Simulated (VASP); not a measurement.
The system is CuI (Marshite).

```
CELL_PARAMETERS angstrom
0.00000 3.03150 3.03150
3.03150 0.00000 3.03150
3.03150 3.03150 0.00000
ATOMIC_POSITIONS crystal
Cu 0.25000 0.25000 0.25000
I 0.00000 0.00000 0.00000
```

| Item | Value |
| --- | --- |
| Program | VASP 6.6.1 |
| Task | relaxation of cell and atoms |
| Functional | PBEsol |
| Potentials or basis | VASP PAW PBE potentials, release 64 (Cu, I) |
| Cutoff | 600 eV |
| k mesh | 8 × 8 × 8 |
| Occupations | gaussian, width 0.03 eV |
| Spin | no spin polarisation |

At the start: pressure -2.5 GPa; volume 27.86 Å³/atom.

Problem. How do energy, volume and symmetry change on relaxing?

Solution. Over 3 steps the energy falls by 13.3 meV/atom and the volume is 26.28 Å³/atom (-5.7 %); space group F-43m (No. 216, to 0.05 Å).

Step by step:
| step | energy change (eV) | largest force (eV/Å) | pressure (GPa) | volume (Å³) |
| --- | --- | --- | --- | --- |
| 1 | 0.0000 | 0.0000 | -2.46 | 55.72 |
| 2 | -0.0265 | 0.0000 | 0.23 | 52.34 |
| 3 | -0.0266 | 0.0000 | -0.06 | 52.56 |

Final structure:
```
Cu I
1.0
     0.00000    2.97300    2.97300
     2.97300    0.00000    2.97300
     2.97300    2.97300    0.00000
Cu I
1 1
Direct
  0.25000 0.25000 0.25000
  0.00000 0.00000 0.00000
```

Caveat: the PAW data sets were made with another functional, which shifts forces and pressure a little.
